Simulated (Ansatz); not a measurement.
## Na: an elastic constant from a strain scan

Theory: DFT PBE, scalar-relativistic, plane waves, PAW in Ansatz 0.2.0. Cutoff 420 eV, Γ-centred 16×16×16 k-points, Gaussian smearing of 0.15 eV. No spin polarisation. Energies are free energies at this smearing, counted from the undisturbed cell; pressure is positive in compression.

The starting cell (as given, not relaxed at this level; it stands at -0.2 GPa):

```
Na
1.0
    -2.11750    2.11750    2.11750
     2.11750   -2.11750    2.11750
     2.11750    2.11750   -2.11750
Na
1
Direct
  0.00000 0.00000 0.00000
```

The cell is strained by ε times the Voigt pattern (0, 0, 0, 0, 1, 0) (xx, yy, zz, yz, xz, xy; engineering shear) with fractional coordinates fixed. The cell holds 1 atom in V0 = 37.98 Å³. The stress column is τ = (1/V0) dE/dε, got from the stress tensor σ (compression positive) at each point as −det(1 + εP) σ : P(1 + εP)⁻¹, with P the pattern as a tensor.

| ε | ΔE (meV/atom) | τ (GPa) |
| --- | --- | --- |
| -0.0875 | 5.620 | -0.546 |
| -0.0750 | 4.118 | -0.468 |
| -0.0625 | 2.850 | -0.388 |
| -0.0500 | 1.817 | -0.309 |
| -0.0375 | 1.019 | -0.230 |
| -0.0250 | 0.451 | -0.153 |
| -0.0125 | 0.113 | -0.076 |
| 0.0000 | 0.000 | 0.000 |
| 0.0125 | 0.113 | 0.076 |
| 0.0250 | 0.451 | 0.153 |
| 0.0375 | 1.019 | 0.230 |
| 0.0500 | 1.817 | 0.309 |
| 0.0625 | 2.850 | 0.388 |
| 0.0750 | 4.118 | 0.468 |
| 0.0875 | 5.620 | 0.546 |
| 0.1000 | ? | ? |

**Question.** Which combination of elastic constants does this scan measure, and how large is it?

**Answer.** For small ε, τ = τ0 + Kε with K = pᵀCp, which for this pattern is C44 in the cubic axes. The parabola through τ at ε = -0.0125, 0 and 0.0125 has slope K = 6.1 GPa at zero. The energies per cell, E = NΔE, of the same two points give K = 2[E(ε₊)/ε₊ − E(ε₋)/ε₋]/[(ε₊ − ε₋)V0] = 6.1 GPa, in agreement. The start is under stress, which shifts K from the elastic constant by about the size of that stress.

**Question.** Predict the withheld row at ε = 0.1000 from the harmonic law, and compare.

**Answer.** ΔE = V0(τ0 ε + Kε²/2)/N = 7.220 meV/atom and τ = 0.61 GPa. The calculation gives 7.349 meV/atom and 0.62 GPa, a miss of 1.8 % of the harmonic energy, so the harmonic law still holds here.

In a metal these slopes depend on the k mesh and the smearing.